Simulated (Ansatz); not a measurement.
A first try at a test of the smearing width of Ba, space group P4/mmm, using Ansatz 0.2.0 through its Python package.

The script, `smear_ba.py`:
```python
"""How the energy of Ba depends on the smearing."""

import ansatz as az
from ase import Atoms
import matplotlib.pyplot as plt

atoms = Atoms(
    ["Ba"],
    scaled_positions=[
        (0.5, 0.5, 0.5),
    ],
    cell=[
        (3.99965, 0.0, 0.0),
        (0.0, 3.99965, 0.0),
        (0.0, 0.0, 3.60554),
    ],
    pbc=True,
)
atoms.set_initial_charges([0.5] * len(atoms))
xtal = az.Crystal.from_ase(atoms)

model = xtal.calculation()
model = model.functional("r2SCAN")
model = model.pseudopotentials("paw")
model = model.basis(37 * az.Ry)
model = model.kpoints(8, 8, 9)

rows = []
for value in [0.25, 0.15, 0.1, 0.05, 0.025]:
    summary = model.occupations("fermi_dirac", width=value).run().report
    rows.append((value, summary["free_energy_ev"] / len(summary["lattice"]["sites"]), summary["n_iterations"], summary["n_kpoints"]))

print("  width (eV)   F/atom (eV)    iterations      k-points")
for row in rows:
    print(f"{str(row[0]):>12s}  {row[1]:12.5f}  {row[2]:12d}  {row[3]:12d}")

# the last row is the reference
for row in rows[:-1]:
    shift = 1000 * (row[1] - rows[-1][1])
    print(f"{row[0]}: {shift:+.2f} meV/atom" + ("  (within 1 meV)" if abs(shift) < 1 else ""))
plt.figure(figsize=(4.5, 3))
plt.plot([str(row[0]) for row in rows], [1000 * (row[1] - rows[-1][1]) for row in rows], "o-")
plt.xlabel("width (eV)")
plt.ylabel("F - F(last) (meV/atom)")
plt.tight_layout()
plt.savefig("smear.png", dpi=100)
```

`python smear_ba.py` gives:
```text
Traceback (most recent call last):
  File "smear_ba.py", line 20, in <module>
    xtal = az.Crystal.from_ase(atoms)
  ...
ansatz.errors.InputError: Crystal.from_ase: the Atoms holds initial charges, the first 0.5 on atom 0, and a crystal holds none on an atom; clear them (atoms.set_initial_charges()) and state the electrons removed on the calculation, .charge(…)  [total_charge]
```
(Library frames cut from the traceback.)

Why does it end like this?

The fault: the ASE atoms carry initial charges, which from_ase refuses. Mended:

```diff
--- before
+++ after
@@ -18,3 +18,2 @@
 )
-atoms.set_initial_charges([0.5] * len(atoms))
 xtal = az.Crystal.from_ase(atoms)
```

With that change:

```console
$ python smear_ba.py
  width (eV)   F/atom (eV)    iterations      k-points
        0.25   -5964.28301             6            75
        0.15   -5964.19950             6            75
         0.1   -5964.17972             6            75
        0.05   -5964.17045             6            75
       0.025   -5964.16807             6            75
0.25: -114.94 meV/atom
0.15: -31.43 meV/atom
0.1: -11.64 meV/atom
0.05: -2.38 meV/atom
```

Caveats:
- A Fermi-Dirac width this large means warm electrons, whose thermal share enters the free energy.
- The narrowest width needs the finest mesh, so the last row is no converged reference.
- This isn't the structure that Ba takes at ambient conditions.
- Finished in 19 s on 1 thread of Intel(R) Xeon(R) Processor @ 2.30GHz, on a shared host, peak memory 0.64 GiB.
